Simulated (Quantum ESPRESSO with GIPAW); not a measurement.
## Geometry and NMR shieldings of HfO2

Shieldings are sensitive to bond lengths. How much do they change when the atoms of HfO2 are relaxed?

Method: DFT, PBEsol, plane-wave PAW (pslibrary 1.0.0 recipes), relaxation, in Quantum ESPRESSO with GIPAW 8.0dev (patched build).

## (1) Set-up

It takes space group P2_12_12 (No. 18, orthorhombic). Conventional cell: a = 5.080 Å, b = 5.165 Å, c = 4.891 Å, α = 90.00°, β = 90.00°, γ = 90.00°. Hf has 7 O at 1.99 to 2.25 Å nearest. Nearest to O lie 3 Hf at 1.99 to 2.25 Å. Nearest to O lie 4 Hf at 2.13 to 2.15 Å. O has 4 Hf at 2.16 to 2.18 Å nearest. Farther neighbours and most contacts between anions are not listed.

## (2) Relaxing the atoms

The free atoms are relaxed at fixed cell.

File relax.in:

```
&control
  calculation = 'relax'
  prefix = 'x'
  outdir = './tmp/'
  pseudo_dir = './'
  nstep = 50
  forc_conv_thr = 6.0d-04
  etot_conv_thr = 1.0d-05
/
&system
  ibrav = 0
  nat = 12
  ntyp = 2
  ecutwfc = 50
  ecutrho = 330
  nbnd = 48
/
&electrons
  conv_thr = 1.0d-08
  mixing_beta = 0.7
  electron_maxstep = 100
/
&ions
/
ATOMIC_SPECIES
  Hf 178.490 Hf.pbesol-spn-kjpaw_psl.1.0.0-gipaw.UPF
  O 15.999 O.pbesol-n-kjpaw_psl.1.0.0-gipaw.UPF
CELL_PARAMETERS angstrom
  5.08031940 0.00000000 0.00000000
  0.00000000 5.16486745 0.00000000
  0.00000000 0.00000000 4.89088365
ATOMIC_POSITIONS crystal
  Hf 0.22259082 0.78179958 0.27206794
  Hf 0.72259082 0.71820042 0.72793206
  Hf 0.77740918 0.21820042 0.27206794
  Hf 0.27740918 0.28179958 0.72793206
  O 0.18681532 0.16364878 0.10453462
  O 0.68681532 0.33635122 0.89546538
  O 0.81318468 0.83635122 0.10453462
  O 0.31318468 0.66364878 0.89546538
  O 0.00000000 0.50000000 0.48905445
  O 0.50000000 0.00000000 0.51094555
  O 0.00000000 0.00000000 0.57562499
  O 0.50000000 0.50000000 0.42437501
K_POINTS automatic
  3 3 3 1 1 1
```

On the command line:

```
$ mpirun -np 4 pw.x -nk 4 -in relax.in > relax.out
```

Log:

```text
using ibrav=0 with symmetry is DISCOURAGED, use correct ibrav instead

     bravais-lattice index     =            0
     lattice parameter (alat)  =       9.6004  a.u.
     unit-cell volume          =     866.0324 (a.u.)^3
     number of atoms/cell      =           12
     number of atomic types    =            2
     number of electrons       =        96.00
     number of Kohn-Sham states=           48
     kinetic-energy cutoff     =      50.0000  Ry
     charge density cutoff     =     330.0000  Ry
     scf convergence threshold =      1.0E-08
     mixing beta               =       0.7000
     number of iterations used =            8  plain     mixing
     energy convergence thresh.=      1.0E-05
     force convergence thresh. =      6.0E-04
     Exchange-correlation= SLA-PW-PSX-PSC
                           (   1   4  10   8   0   0   0)
     nstep                     =           50

     celldm(1)=   9.600412  celldm(2)=   0.000000  celldm(3)=   0.000000
     celldm(4)=   0.000000  celldm(5)=   0.000000  celldm(6)=   0.000000

     crystal axes: (cart. coord. in units of alat)
               a(1) = (   1.000000   0.000000   0.000000 )
               a(2) = (   0.000000   1.016642   0.000000 )
               a(3) = (   0.000000   0.000000   0.962712 )

     reciprocal axes: (cart. coord. in units 2 pi/alat)
               b(1) = (  1.000000  0.000000  0.000000 )
               b(2) = (  0.000000  0.983630  0.000000 )
               b(3) = (  0.000000  0.000000  1.038732 )

     PseudoPot. # 1 for Hf read from file:
     ./Hf.pbesol-spn-kjpaw_psl.1.0.0-gipaw.UPF

     PseudoPot. # 2 for O  read from file:
     ./O.pbesol-n-kjpaw_psl.1.0.0-gipaw.UPF

     atomic species   valence    mass     pseudopotential
     Hf               12.00   178.49000     Hf( 1.00)
     O                 6.00    15.99900     O ( 1.00)

      4 Sym. Ops. (no inversion) found ( 2 have fractional translation)

   Cartesian axes

     site n.     atom                  positions (alat units)
         1        Hf     tau(   1) = (   0.2225908   0.7948105   0.2619230  )
         2        Hf     tau(   2) = (   0.7225908   0.7301529   0.7007888  )
         3        Hf     tau(   3) = (   0.7774092   0.2218318   0.2619230  )
         4        Hf     tau(   4) = (   0.2774092   0.2864894   0.7007888  )
         5        O      tau(   5) = (   0.1868153   0.1663723   0.1006367  )
         6        O      tau(   6) = (   0.6868153   0.3419489   0.8620751  )
         7        O      tau(   7) = (   0.8131847   0.8502700   0.1006367  )
         8        O      tau(   8) = (   0.3131847   0.6746934   0.8620751  )
         9        O      tau(   9) = (   0.0000000   0.5083211   0.4708185  )
        10        O      tau(  10) = (   0.5000000   0.0000000   0.4918933  )
        11        O      tau(  11) = (   0.0000000   0.0000000   0.5541610  )
        12        O      tau(  12) = (   0.5000000   0.5083211   0.4085508  )

     number of k points=     8
                       cart. coord. in units 2pi/alat
        k(    1) = (   0.1666667   0.1639384   0.1731221), wk =   0.5925926
        k(    2) = (   0.1666667   0.1639384  -0.5193662), wk =   0.2962963
        k(    3) = (   0.1666667  -0.4918151   0.1731221), wk =   0.2962963
        k(    4) = (   0.1666667  -0.4918151  -0.5193662), wk =   0.1481481
        k(    5) = (  -0.5000000   0.1639384   0.1731221), wk =   0.2962963
        k(    6) = (  -0.5000000   0.1639384  -0.5193662), wk =   0.1481481
        k(    7) = (  -0.5000000  -0.4918151   0.1731221), wk =   0.1481481
        k(    8) = (  -0.5000000  -0.4918151  -0.5193662), wk =   0.0740741

     Dense  grid:    87735 G-vectors     FFT dimensions: (  60,  60,  54)

     Smooth grid:    41293 G-vectors     FFT dimensions: (  48,  48,  45)

     Initial potential from superposition of free atoms

     starting charge      95.9929, renormalised to      96.0000
     Starting wfcs are   72 randomized atomic wfcs

     Self-consistent Calculation

     iteration #  1     ecut=    50.00 Ry     beta= 0.70
     Davidson diagonalization with overlap
     ethr =  1.00E-02,  avg # of iterations =  1.0

     total energy              =   -3077.40180331 Ry
     estimated scf accuracy    <       4.21329096 Ry

     iteration #  2     ecut=    50.00 Ry     beta= 0.70
     Davidson diagonalization with overlap
     ethr =  4.39E-03,  avg # of iterations =  6.5

     total energy              =   -3079.18894274 Ry
     estimated scf accuracy    <       5.00229991 Ry

     iteration #  3     ecut=    50.00 Ry     beta= 0.70
     Davidson diagonalization with overlap
     ethr =  4.39E-03,  avg # of iterations =  2.0

     total energy              =   -3078.90823903 Ry
     estimated scf accuracy    <       1.03447250 Ry

     iteration #  4     ecut=    50.00 Ry     beta= 0.70
     Davidson diagonalization with overlap
     ethr =  1.08E-03,  avg # of iterations =  6.0

     total energy              =   -3079.90097559 Ry
     estimated scf accuracy    <       1.23017468 Ry

     iteration #  5     ecut=    50.00 Ry     beta= 0.70
     Davidson diagonalization with overlap
     ethr =  1.08E-03,  avg # of iterations =  1.0

     total energy              =   -3079.77374039 Ry
     estimated scf accuracy    <       0.50247957 Ry

     iteration #  6     ecut=    50.00 Ry     beta= 0.70
     Davidson diagonalization with overlap
     ethr =  5.23E-04,  avg # of iterations =  2.0

     total energy              =   -3079.86010184 Ry
     estimated scf accuracy    <       0.07543801 Ry

     iteration #  7     ecut=    50.00 Ry     beta= 0.70
     Davidson diagonalization with overlap
     ethr =  7.86E-05,  avg # of iterations =  4.6

     total energy              =   -3079.87719052 Ry
     estimated scf accuracy    <       0.04190439 Ry

     iteration #  8     ecut=    50.00 Ry     beta= 0.70
     Davidson diagonalization with overlap
     ethr =  4.37E-05,  avg # of iterations =  2.0

     total energy              =   -3079.86943768 Ry
     estimated scf accuracy    <       0.03223450 Ry

     iteration #  9     ecut=    50.00 Ry     beta= 0.70
     Davidson diagonalization with overlap
     ethr =  3.36E-05,  avg # of iterations =  2.9

     total energy              =   -3079.86948203 Ry
     estimated scf accuracy    <       0.00835983 Ry

     iteration # 10     ecut=    50.00 Ry     beta= 0.70
     Davidson diagonalization with overlap
     ethr =  8.71E-06,  avg # of iterations =  6.6

     total energy              =   -3079.88441610 Ry
     estimated scf accuracy    <       0.00934370 Ry

     [... 191 further iterations ...]
[...]
Threshold (ethr) on eigenvalues was too large:
     Diagonalizing with lowered threshold

[...]
total energy              =   -3079.88197297 Ry
[...]
iteration #  6     ecut=    50.00 Ry     beta= 0.70
     Davidson diagonalization with overlap
     ethr =  2.39E-12,  avg # of iterations =  3.4

     total energy              =   -3079.88197297 Ry
     estimated scf accuracy    <          1.5E-10 Ry

     iteration #  7     ecut=    50.00 Ry     beta= 0.70
     Davidson diagonalization with overlap
     ethr =  1.59E-13,  avg # of iterations =  9.1

     total energy              =   -3079.88197297 Ry
     estimated scf accuracy    <          3.2E-10 Ry

     iteration #  8     ecut=    50.00 Ry     beta= 0.70
     Davidson diagonalization with overlap
     ethr =  1.59E-13,  avg # of iterations =  2.0

     total energy              =   -3079.88197297 Ry
     estimated scf accuracy    <          1.4E-10 Ry

     iteration #  9     ecut=    50.00 Ry     beta= 0.70
     Davidson diagonalization with overlap
     ethr =  1.42E-13,  avg # of iterations =  6.8

     total energy              =   -3079.88197297 Ry
     estimated scf accuracy    <          1.3E-10 Ry

     iteration # 10     ecut=    50.00 Ry     beta= 0.70
     Davidson diagonalization with overlap
     ethr =  1.31E-13,  avg # of iterations =  2.8

     End of self-consistent calculation
     [one-electron energies left out]

!    total energy              =   -3079.88197297 Ry
     total all-electron energy =   -121793.879084 Ry
     estimated scf accuracy    <          1.4E-11 Ry

     The total energy is the sum of the following terms:
     one-electron contribution =     -85.87403438 Ry
     hartree contribution      =     109.73952247 Ry
     xc contribution           =    -224.59884222 Ry
     ewald contribution        =    -544.22284696 Ry
     one-center paw contrib.   =   -2334.92577187 Ry

     convergence has been achieved in  10 iterations

     Forces acting on atoms (cartesian axes, Ry/au):

     atom    1 type  1   force =     0.00010095    0.00010851    0.00008117
     atom    2 type  1   force =     0.00010095   -0.00010851   -0.00008117
     atom    3 type  1   force =    -0.00010095   -0.00010851    0.00008117
     atom    4 type  1   force =    -0.00010095    0.00010851   -0.00008117
     atom    5 type  2   force =    -0.00013837   -0.00009578    0.00020095
     atom    6 type  2   force =    -0.00013837    0.00009578   -0.00020095
     atom    7 type  2   force =     0.00013837    0.00009578    0.00020095
     atom    8 type  2   force =     0.00013837   -0.00009578   -0.00020095
     atom    9 type  2   force =     0.00000000    0.00000000   -0.00004354
     atom   10 type  2   force =     0.00000000    0.00000000    0.00004354
     atom   11 type  2   force =     0.00000000    0.00000000   -0.00028777
     atom   12 type  2   force =     0.00000000    0.00000000    0.00028777

     Total force =     0.000747     Total SCF correction =     0.000010
     Energy error            =      1.3E-06 Ry
     Gradient error          =      2.9E-04 Ry/Bohr

     bfgs converged in  20 scf cycles and  19 bfgs steps
     (criteria: energy <  1.0E-05 Ry, force <  6.0E-04 Ry/Bohr)

     End of BFGS Geometry Optimization

     Final energy             =   -3079.8819729743 Ry

     File ./tmp/x.bfgs deleted, as requested
Begin final coordinates

ATOMIC_POSITIONS (crystal)
Hf               0.2275519742        0.7830419427        0.2729133446
Hf               0.7275519742        0.7169580573        0.7270866554
Hf               0.7724480258        0.2169580573        0.2729133446
Hf               0.2724480258        0.2830419427        0.7270866554
O                0.2013811948        0.1493280021        0.0992455462
O                0.7013811948        0.3506719979        0.9007544538
O                0.7986188052        0.8506719979        0.0992455462
O                0.2986188052        0.6493280021        0.9007544538
O                0.0000000000        0.5000000000        0.4770144059
O                0.5000000000        0.0000000000        0.5229855941
O                0.0000000000        0.0000000000        0.5702307940
O                0.5000000000        0.5000000000        0.4297692060
End final coordinates

     XML data file, charge density, pseudopotentials, collected wavefunctions

   JOB DONE.
```

Run time: 9.5 min. Hardware: 4 MPI ranks of Arm Neoverse V1, shared host; peak memory 0.75 GiB; 38 min of CPU time.

Step by step:

```tsv
step	energy less that of the first step (eV)	largest force (eV/Å)
1	0.0000	0.2052
2	-0.0041	0.1622
3	-0.0074	0.1194
4	-0.0105	0.0617
5	-0.0116	0.0308
6	-0.0117	0.0299
7	-0.0118	0.0292
8	-0.0120	0.0291
9	-0.0123	0.0299
10	-0.0127	0.0320
11	-0.0132	0.0363
12	-0.0139	0.0434
13	-0.0149	0.0544
14	-0.0159	0.0704
15	-0.0167	0.0896
16	-0.0172	0.0741
17	-0.0179	0.0449
18	-0.0184	0.0207
19	-0.0187	0.0117
20	-0.0187	0.0074
```

The atoms that moved most (Å):

```tsv
atom	dx	dy	dz	length
O7	-0.074	0.074	-0.026	0.108
O8	-0.074	-0.074	0.026	0.108
O6	0.074	0.074	0.026	0.108
O5	0.074	-0.074	-0.026	0.108
O10	0.000	0.000	0.059	0.059
O9	0.000	0.000	-0.059	0.059
O12	0.000	0.000	0.026	0.026
O11	0.000	0.000	-0.026	0.026
```

The relaxed structure:

```
CELL_PARAMETERS angstrom
5.08032 0.00000 0.00000
0.00000 5.16487 0.00000
0.00000 0.00000 4.89088
ATOMIC_POSITIONS crystal
Hf 0.22755 0.78304 0.27291
Hf 0.72755 0.71696 0.72709
Hf 0.77245 0.21696 0.27291
Hf 0.27245 0.28304 0.72709
O 0.20138 0.14933 0.09925
O 0.70138 0.35067 0.90075
O 0.79862 0.85067 0.09925
O 0.29862 0.64933 0.90075
O 0.00000 0.50000 0.47701
O 0.50000 0.00000 0.52299
O 0.00000 0.00000 0.57023
O 0.50000 0.50000 0.42977
```

The relaxation ends 1.6 meV an atom lower, with a largest force of 0.0074 eV/Å.

## (3) Shieldings on the relaxed structure

The current that a uniform magnetic field induces gives the shielding at each nucleus.

pw.x and gipaw.x (a patched development version of Quantum ESPRESSO), PBEsol, 55 Ry, mesh 4×4×4.

File nmr.in:

```
&inputgipaw
  job = 'nmr'
  prefix = 'x'
  tmp_dir = './tmp/'
  restart_mode = 'from_scratch'
  verbosity = 'low'
  q_gipaw = 0.01
  spline_ps = .true.
  conv_threshold = 1.0d-11
  use_nmr_macroscopic_shape = .false.
  pawproj(1) = .true.
  pawproj(2) = .true.
/
```

On the command line:

```
$ mpirun -np 4 gipaw.x -in nmr.in > nmr.out
```

Log:

```text
[banner, memory and clock lines left out]
[a note of our patched build left out]

     Parallelizing q-star over 1 images

     IMPORTANT: XC functional enforced from input :
     Exchange-correlation= PBESOL
                           (   1   4  10   8   0   0   0)
     Any further DFT definition will be discarded
     Please, verify this is what you really want

[...]
projs nearly linearly dependent: l=0  n1,n2= 1, 2  s=  0.99147125
[...]
alpha_pv=    120.6006 eV

     spline_ps is .false., expect some extrapolation errors

     q-space interpolation up to    66.00 Rydberg

     GIPAW job: nmr
     NMR macroscopic correction: no
[...]
Computing the magnetic susceptibility     isolve=0    ethr=  0.1000E-10
     Starting from scratch
     k-point #    1 of     8      pool #  1    cpu time:       1.3
[...]
End of magnetic susceptibility calculation

     f-sum rule (1st term):
          -100.3502          0.0000          0.0000
             0.0000       -100.3413          0.0000
[...]
Atom  3  Hf  pos: (  0.772448  0.220569  0.262737)  Total sigma:        4942.95
[...]
Atom  4  Hf  pos: (  0.272448  0.287752  0.699975)  Total sigma:        4942.95
[...]
Atom  5  O   pos: (  0.201381  0.151813  0.095545)  Total sigma:        -110.54
[...]
O       5    anisotropy:    239.18    eta:    0.1900
[...]
Atom  6  O   pos: (  0.701381  0.356508  0.867167)  Total sigma:        -110.54
[...]
Atom  7  O   pos: (  0.798619  0.864829  0.095545)  Total sigma:        -110.54
[...]
Atom  8  O   pos: (  0.298619  0.660134  0.867167)  Total sigma:        -110.54
[...]
Atom  9  O   pos: (  0.000000  0.508321  0.459227)  Total sigma:         -57.13
[...]
O       9    anisotropy:    -83.52    eta:    0.7808
[...]
Atom 10  O   pos: (  0.500000  0.000000  0.503484)  Total sigma:         -57.13
[...]
Atom 11  O   pos: (  0.000000  0.000000  0.548968)  Total sigma:         -43.35
[...]
O      11    anisotropy:    -73.53    eta:    0.4002
[...]
Atom 12  O   pos: (  0.500000  0.508321  0.413744)  Total sigma:         -43.35
[...]
```

Elapsed: 10 min, on 4 MPI ranks; peak memory 0.45 GiB; 42 min of CPU time.

Before and after:

```tsv
site	atom no.	mean bond before (Å)	after (Å)	σ_iso before (ppm)	after (ppm)
Hf	1	2.144	2.146	4943.1	4942.9
O(1)	5	2.130	2.141	-119.0	-110.5
O(2)	9	2.138	2.137	-65.2	-57.1
O(3)	11	2.169	2.162	-44.1	-43.4
```

## (4) What came out

```
σ_iso of Hf   : 4943 ppm
σ_iso of O(1) : -110.5 ppm
σ_iso of O(2) : -57.1 ppm
σ_iso of O(3) : -43.4 ppm
```

In words: The largest change of shielding is +8.4 ppm, on O(1). The largest move of an atom is 0.108 Å in the cell's frame. Spin-orbit coupling is missing, which matters for Hf and for the light atoms bound to such centres. The scalar-relativistic files are used with non-relativistic response operators, which weighs most on the heavy atoms' own shieldings. This build of gipaw.x prints that it is not audited and that its numbers are no references by themselves. The session's other runs are not shown; 1 of its 9 runs failed.

[Banner, clock, file and message-heading lines were taken out of the pw.x and gipaw.x logs.]

[Logs are printed without paths, hosts, clocks, repeated set-up lines and the standing remarks that a program may print on its own settings, such as how far it seeks lower states.]

[Hosts, paths, dates, database ids (printed as entryN), source tags and the programs' standing remarks are cut or masked in the printed files.]
